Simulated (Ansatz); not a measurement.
WS2 (Tungstenite):

```
CELL_PARAMETERS angstrom
3.18000 0.00000 0.00000
-1.59000 2.75396 0.00000
0.00000 0.00000 12.50000
ATOMIC_POSITIONS crystal
W 0.66667 0.33333 0.75000
W 0.33333 0.66667 0.25000
S 0.66667 0.33333 0.37500
S 0.33333 0.66667 0.87500
S 0.66667 0.33333 0.12500
S 0.33333 0.66667 0.62500
```

Base run:

- Program: Ansatz 0.2.0
- Functional: PBEsol
- Potentials or basis: Ansatz PAW
- Cutoff: 420 eV
- Density cutoff: 1680 eV
- k mesh: 10 × 10 × 3
- Occupations: fermi-dirac, width 0.05 eV
- Spin: no spin polarisation
- Hubbard terms: W d U = 5 eV

Its results: band gap on the k mesh 1.24 eV, indirect (least direct gap 1.81 eV); pressure -2.3 GPa; largest force 0.128 eV/Å.

Question: The run is repeated on the same cell with these changes: hubbard terms from W d U = 5 eV to W d U = 1 eV. What comes out?

Answer: Band gap on the k mesh 1.09 eV, indirect (least direct gap 2.04 eV); pressure -2.7 GPa; largest force 0.150 eV/Å.

Caveats: the k mesh misses the band edges, so the gap on the mesh is wider than the one along the path; spin-orbit coupling is left out, which moves the levels of the heavy elements; this functional lacks dispersion, which binds the layers, so the pressure and a relaxed spacing across them are unreliable; the PAW data sets come from PBE, with cores solved anew for the run's functional, which leaves a small shift of forces and pressure.

Not every run made on this cell is shown here.
